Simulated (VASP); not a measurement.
# Al in VASP: work function with PBE

Aim: the work function of Al with PBE.

All numbers are computed with VASP 6.6.1; they aren't measurements. Logs are shortened: lines on timing, memory, paths and dates and some standing lists are left out, and cuts for length are marked.

## Step 1: The structure

The cell holds a slab with vacuum, 20 atoms: a = 3.867 Å, b = 10.231 Å, c = 32.606 Å, α = 90.00°, β = 90.00°, γ = 100.89°.

The cell was built by a generator and needn't be a form met in nature.

## Step 2: Work function, PBE

Input file INCAR:

```
PREC     = Accurate       # precision mode
ENCUT    = 520            # plane-wave cutoff, eV
EDIFF    = 1E-6           # SCF threshold, eV
ISMEAR   = 1              # smearing method
SIGMA    = 0.1            # smearing width, eV
LREAL    = F              # projectors in reciprocal space
LASPH    = T              # aspherical terms in the spheres
NELM     = 60             # most SCF steps
ALGO     = Fast           # electronic algorithm
ISIF     = 2              # what is computed and relaxed
LWAVE    = F              # write WAVECAR
LCHARG   = T              # write CHGCAR
LDIPOL   = T            
IDIPOL   = 3            
DIPOL    = 0.5 0.5 0.500
GGA      = PE             # functional
LVHAR    = T            
LVACPOTAV= T            
KPAR     = 4
```

Input file KPOINTS:

```
regular mesh
0
Gamma
  9 4 1
```

Input file POSCAR:

```
Al
1.0
    3.8668983000      0.0000000000      0.0000000000
   -1.9334491000     10.0464965000      0.0000000000
    0.0000000000      0.0000000000     32.6064256800
Al
20
Direct
    0.5555560000      0.1111110000      0.4042332400
    0.9555560000      0.9111110000      0.4042332400
    0.3555560000      0.7111110000      0.4042332400
    0.7555560000      0.5111110000      0.4042332400
    0.1555560000      0.3111110000      0.4042332400
    0.4555560000      0.9111110000      0.4680777500
    0.8555560000      0.7111110000      0.4680777500
    0.2555560000      0.5111110000      0.4680777500
    0.6555560000      0.3111110000      0.4680777500
    0.0555560000      0.1111110000      0.4680777500
    0.3555560000      0.7111110000      0.5319222500
    0.7555560000      0.5111110000      0.5319222500
    0.1555560000      0.3111110000      0.5319222500
    0.5555560000      0.1111110000      0.5319222500
    0.9555560000      0.9111110000      0.5319222500
    0.2555560000      0.5111110000      0.5957667600
    0.6555560000      0.3111110000      0.5957667600
    0.0555560000      0.1111110000      0.5957667600
    0.4555560000      0.9111110000      0.5957667600
    0.8555560000      0.7111110000      0.5957667600
```

Potentials or basis: VASP PAW PBE potentials, release 64 (Al).

Launch:

```bash
cat potpaw_PBE.64/Al/POTCAR > POTCAR
mpirun -np 4 vasp_std > vasp.out
```

OUTCAR:

```text
PREC = Accurate
   ENCUT = 520
   EDIFF = 1E-6
   ISMEAR = 1
   LREAL = F
   LASPH = T
   NELM = 60
   ISIF = 2
   GGA = PE

 ion  position               nearest neighbor table
   1  0.556  0.111  0.404-   5 2.79   2 2.79   5 2.79   2 2.79  10 2.84  10 2.84   9 2.89   6 2.89

   2  0.956  0.911  0.404-   3 2.79   1 2.79   3 2.79   1 2.79   6 2.84   6 2.84   7 2.89  10 2.89

   3  0.356  0.711  0.404-   2 2.79   4 2.79   2 2.79   4 2.79   7 2.84   7 2.84   6 2.89   8 2.89
[... 42 lines left out ...]
 A1 = (   1.9334491000, -10.0464965000,   0.0000000000)
 A2 = (   1.9334492000,  10.0464965000,   0.0000000000)
 A3 = (   0.0000000000,   0.0000000000,  32.6064256800)

Analysis of symmetry for initial positions (statically):
=====================================================================
 Subroutine PRICEL returns following result:

  LATTYP: Found a base centered orthorhombic cell.
 ALAT       =     3.8668983000
 B/A-ratio  =     1.0392304861
 C/A-ratio  =     8.4321911647

  Lattice vectors:

 A1 = (  -1.9334491400,   2.0092993000,   0.0000000000)
 A2 = (  -1.9334491600,  -2.0092993000,   0.0000000000)
 A3 = (   0.0000000000,   0.0000000000,  32.6064256800)

   5 primitive cells build up your supercell.

 Routine SETGRP: Setting up the symmetry group for a
 base centered orthorhombic supercell.

 Subroutine GETGRP returns: Found  8 space group operations
 (whereof  2 operations were pure point group operations)
 out of a pool of  8 trial point group operations.

The static configuration has the point symmetry C_1h.
 The point group associated with its full space group is D_2h.

Analysis of symmetry for dynamics (positions and initial velocities):
=====================================================================
 Subroutine PRICEL returns following result:

  LATTYP: Found a base centered orthorhombic cell.
 ALAT       =     3.8668983000
 B/A-ratio  =     1.0392304861
 C/A-ratio  =     8.4321911647

  Lattice vectors:

 A1 = (  -1.9334491400,   2.0092993000,   0.0000000000)
 A2 = (  -1.9334491600,  -2.0092993000,   0.0000000000)
 A3 = (   0.0000000000,   0.0000000000,  32.6064256800)

   5 primitive cells build up your supercell.

 Routine SETGRP: Setting up the symmetry group for a
 base centered orthorhombic supercell.

 Subroutine GETGRP returns: Found  8 space group operations
 (whereof  2 operations were pure point group operations)
 out of a pool of  8 trial point group operations.

The dynamic configuration has the point symmetry C_1h.
 The point group associated with its full space group is D_2h.

 Subroutine INISYM returns: Found  8 space group operations
 (whereof  2 operations are pure point group operations),
 and found     5 'primitive' translations

----------------------------------------------------------------------------------------

                                     Primitive cell

  volume of cell :     253.3440

  direct lattice vectors                    reciprocal lattice vectors
    -1.933449140  2.009299300  0.000000000    -0.258605198  0.248842969  0.000000000
    -1.933449160 -2.009299300  0.000000000    -0.258605198 -0.248842966  0.000000000
     0.000000000  0.000000000 32.606425680     0.000000000  0.000000000  0.030668802

  length of vectors
     2.788460015  2.788460029 32.606425680     0.358886432  0.358886431  0.030668802

  position of ions in fractional coordinates (direct lattice)
     0.777777000  0.222222000  0.404233240
     0.277777000  0.722222000  0.468077750
     0.777777000  0.222222000  0.531922250
     0.277777000  0.722222000  0.595766760

  ion indices of the primitive-cell ions
   primitive index   ion index
                 1           1
                 2           9
                 3          14
                 4          17

----------------------------------------------------------------------------------------

 KPOINTS: regular mesh
[... 29 lines left out ...]
|                                                                             |
|        The reciprocal lattice is base centered orthorhombic,                |
|        whereas your k-lattice is simple monoclinic.                         |
|                                                                             |
|     Results are often still useful ...                                      |
|                                                                             |
 -----------------------------------------------------------------------------

 WARNING: IBZKPT: internal override: KBLOWUP is changed to .FALSE.
      ... skipping the blow-up phase ...

 Subroutine IBZKPT returns following result:
 ===========================================

 Found     19 irreducible k-points:

 Following reciprocal coordinates:
            Coordinates               Weight
  0.000000  0.000000  0.000000      1.000000
  0.111111  0.000000  0.000000      2.000000
  0.222222 -0.000000  0.000000      2.000000
  0.333333  0.000000  0.000000      2.000000
  0.444444 -0.000000  0.000000      2.000000
  0.000000  0.250000  0.000000      2.000000
[... 11 lines left out ...]
  0.333333  0.500000  0.000000      2.000000
  0.444444  0.500000  0.000000      2.000000
   k-points           NKPTS =     19   k-points in BZ     NKDIM =     19   number of bands    NBANDS=     41
   number of dos      NEDOS =    301   number of ions     NIONS =     20
   total plane-waves  NPLWV = 600000
   dimension x,y,z NGX =    30 NGY =   80 NGZ =  250
   dimension x,y,z NGXF=    60 NGYF=  160 NGZF=  500
   ions per type =              20
   NGX,Y,Z   is equivalent  to a cutoff of  12.90, 13.00, 12.75 a.u.
   NGXF,Y,Z  is equivalent  to a cutoff of  25.80, 26.00, 25.49 a.u.
 SYSTEM =  unknown system
   PREC   = accura    normal or accurate (medium, high low for compatibility)
   ISTART =      0    job   : 0-new  1-cont  2-samecut
   ICHARG =      2    charge: 1-file 2-atom 10-const
   ISPIN  =      1    spin polarized calculation?
   LNONCOLLINEAR =      F non collinear calculations
   LSORBIT =      F    spin-orbit coupling
   LASPH  =      T    aspherical Exc in radial PAW
   ENCUT  =  520.0 eV  38.22 Ry    6.18 a.u.   7.19 19.02 60.63*2*pi/ulx,y,z
   NELM   =     60;   NELMIN=  2; NELMDL= -5     # of ELM steps
   EDIFF  = 0.1E-05   stopping-criterion for ELM
   LREAL  =      F    real-space projection
   EDIFFG = 0.1E-04   stopping-criterion for IOM
   NSW    =      0    number of steps for IOM
   IBRION =     -1    ionic relax: 0-MD 1-quasi-New 2-CG
   NFREE  =      0    steps in history (QN), initial steepest desc. (CG)
   ISIF   =      2    stress and relaxation
   ISYM   =      2    0-nonsym 1-usesym 2-fastsym
   POTIM  = 0.5000    time-step for ionic-motion
   TEBEG  =    0.0;   TEEND  =   0.0 temperature during run
   PSTRESS=    0.0 pullay stress
   NELECT =      60.0000    total number of electrons
   NUPDOWN=      -1.0000    fix difference up-down
   EMIN   =  10.00;   EMAX   =-10.00  energy-range for DOS
   EFERMI =   0.00;   METHOD = LEGACY
   ISMEAR =     1;   SIGMA  =   0.10  broadening in eV -4-tet -1-fermi 0-gaus
   EFERMI_NEDOS =   21; number of points for ismear=-14 and -15
   IALGO  =     68    algorithm
   IMIX   =      4    mixing-type and parameters
     AMIX     =   0.40;   BMIX     =  1.00
     AMIX_MAG =   1.60;   BMIX_MAG =  1.00
  volume/ion in A,a.u.               =      63.34       427.41
  Fermi-wavevector in a.u.,A,eV,Ry     =   0.592332  1.119345  4.773699  0.350857
  Thomas-Fermi vector in A             =   1.641105
   LORBIT       =      0    0 simple, 1 ext, 2 COOP (PROOUT), +10 PAW based schemes
   GGA     = PE    functional components
   LHFCALC =     F    Hartree Fock is set to
   AEXX    =    0.0000 exact exchange contribution
   IVDW    =     0    specifies the selected vdW correction
   LEPSILON=     F    determine dielectric tensor
   LRPA    =     F    only Hartree local field effects (RPA)
 non-spin polarized calculation
 RMM-DIIS sequential band-by-band and
 Methfessel and Paxton  Order N= 1 SIGMA  =   0.10
  energy-cutoff  :      520.00
  volume of cell :     1266.72
 maximum number of plane-waves:     34181
 NGX is ok and might be reduce to    30
   NGX = 15   NGY = 37   NGZ =121

 dipolmoment           0.000000      0.000000      0.000000 electrons x Angstroem

 number of electron      60.0000000 magnetization

 dipolmoment           0.000000      0.000000     -0.000000 electrons x Angstroem

 Free energy of the ion-electron system (eV)
  ---------------------------------------------------
  ext. energy  EPLUGINS =         0.00000000
  ---------------------------------------------------
  free energy    TOTEN  =       -70.29505723 eV

  energy without entropy =      -70.29132771  energy(sigma->0) =      -70.29381405

 E-fermi :  -1.0900     XC(G=0):  -3.2273

 val. band max:       -1.1141026560   @ k =   0.2222   0.5000   0.0000
 cond. band min:      -1.0892180186   @ k =   0.0000   0.0000   0.0000
 fundamental gap:      0.0248846374
 Fermi energy:        -1.0900065157

 k-point     1 :       0.0000    0.0000    0.0000
  band No.  band energies     occupation
      1     -11.8550      2.00000
      2     -10.5399      2.00000
      3     -10.3999      2.00000
      4     -10.3999      2.00000
      5      -9.0954      2.00000
      6      -9.0954      2.00000
[... 825 lines left out ...]
     40       0.6962     -0.00000
     41       0.7657     -0.00000

------------------------ aborting loop because EDIFF is reached ----------------------------------------

 vacuum level on the upper side and lower side of the slab       (xc-potential included)        -0.116        -0.116

  FORCE on cell =-STRESS in cart. coord.  units (eV):
  Direction    XX          YY          ZZ          XY          YZ          ZX
  --------------------------------------------------------------------------------------
  -------------------------------------------------------------------------------------
  Total       -0.9061080     -2.9999187      2.4642191     -0.0000000      0.0000000      0.0000000
  in kB       -1.1460669     -3.7943684      3.1168027     -0.0000000      0.0000000      0.0000000
  external PRESSURE =      -0.6078775 kB  Pullay stress =       0.0000000 kB

 VOLUME and BASIS-vectors are now :
 -----------------------------------------------------------------------------
  energy-cutoff  :      520.00
  volume of cell :     1266.72
      direct lattice vectors                 reciprocal lattice vectors
     3.866898300  0.000000000  0.000000000     0.258605198  0.049768592  0.000000000
    -1.933449100 10.046496500  0.000000000     0.000000000  0.099537187  0.000000000
     0.000000000  0.000000000 32.606425680     0.000000000  0.000000000  0.030668802

 POSITION                                       TOTAL-FORCE (eV/Angst)
 -----------------------------------------------------------------------------------
      1.93345      1.11628     13.18060        -0.000000      0.000000     -0.079310
      1.93345      9.15347     13.18060         0.000000      0.000000     -0.079310
      0.00000      7.14417     13.18060        -0.000000      0.000000     -0.079310
      1.93345      5.13487     13.18060        -0.000000     -0.000000     -0.079310
      0.00000      3.12558     13.18060        -0.000000     -0.000000     -0.079310
      0.00000      9.15347     15.26234         0.000000      0.000000      0.000152
[... 12 lines left out ...]
      0.00000      9.15347     19.42582         0.000000     -0.000000      0.079310
      1.93345      7.14417     19.42582         0.000000      0.000000      0.079310
 -----------------------------------------------------------------------------------
    total drift:                                0.000426     -0.000080      0.000018

  FREE ENERGIE OF THE ION-ELECTRON SYSTEM (eV)
  ---------------------------------------------------
  free  energy   TOTEN  =       -70.2950572277 eV

  energy  without entropy=      -70.2913277053  energy(sigma->0) =      -70.29381405

 vacuum level on the upper side and lower side of the slab         3.220         3.220
```

Run time: 13 min. Hardware: 4 MPI ranks of Intel Xeon Platinum 8488C (Sapphire Rapids), shared host; peak memory 1.5 GiB.

What came out:

```yaml
Free_energy: -70.2951 eV
Largest_force: 0.079 eV/Å
Band_gap_on_the_k_mesh: none (metal or under the smearing width)
Work_function_of_the_upper_face: 4.31 eV
Work_function_of_the_lower_face: 4.31 eV
```

Forces in eV/Å, atoms in the order of the input:
```
Al   0.000  0.000 -0.079
Al   0.000  0.000 -0.079
Al   0.000  0.000 -0.079
Al   0.000  0.000 -0.079
Al   0.000  0.000 -0.079
Al   0.000  0.000  0.000
Al   0.000  0.000  0.000
Al   0.000  0.000  0.000
Al   0.000  0.000  0.000
Al   0.000  0.000  0.000
Al   0.000  0.000  0.000
Al   0.000  0.000  0.000
Al   0.000  0.000  0.000
Al   0.000  0.000  0.000
Al   0.000  0.000  0.000
Al   0.000  0.000  0.079
Al   0.000  0.000  0.079
Al   0.000  0.000  0.079
Al   0.000  0.000  0.079
Al   0.000  0.000  0.079
```

Levels at points of the mesh, in eV from the Fermi level:
```
           k point  band 27  band 28  band 29  band 30  band 31  band 32  band 33  band 34
(0.00, 0.00, 0.00)     0.00     0.95     0.95     1.06     1.08     1.08     1.34     1.34
(0.00, 0.50, 0.00)     0.28     0.60     0.62     0.62     0.74     0.74     1.00     1.13
```
